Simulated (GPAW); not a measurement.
Fe2Ge:

```xyz
3
Lattice="4.1636 0.0000 0.0000 -2.0818 3.6058 0.0000 0.0000 0.0000 2.6265" Properties=species:S:1:pos:R:3 pbc="T T T"
Ge    0.0000    0.0000    0.0000
Fe    0.0000    2.4039    1.3132
Fe    2.0818    1.2019    1.3132
```

The cell comes from a database or a generator and needn't be the stable form of this composition.

Base run:

* Program: GPAW 26.7.0
* Functional: PBEsol
* Potentials or basis: PAW data sets generated in the run's folder for this functional
* Cutoff: 600 eV
* Basis: pw
* k mesh: 6 × 6 × 7
* Occupations: fermi-dirac, width 0.05 eV
* Spin: collinear spin, ferromagnetic start
* Starting moments: [0.0, 3.0, 3.0] μB
* Hubbard terms: Fe d U = 4 eV

Its results: pressure 6.0 GPa; net moment 5.80 μB per cell; site moments Ge -0.01; Fe +2.96 μB.

Task: The run is repeated on the same cell with these changes: hubbard terms from Fe d U = 4 eV to Fe d U = 1 eV. What comes out?

Result: Pressure -2.6 GPa; net moment 5.34 μB per cell; site moments Ge +0.01; Fe +2.62 μB.

Caveats: the U is typed as a test and isn't derived for this compound.

Not every run made on this cell is shown here.
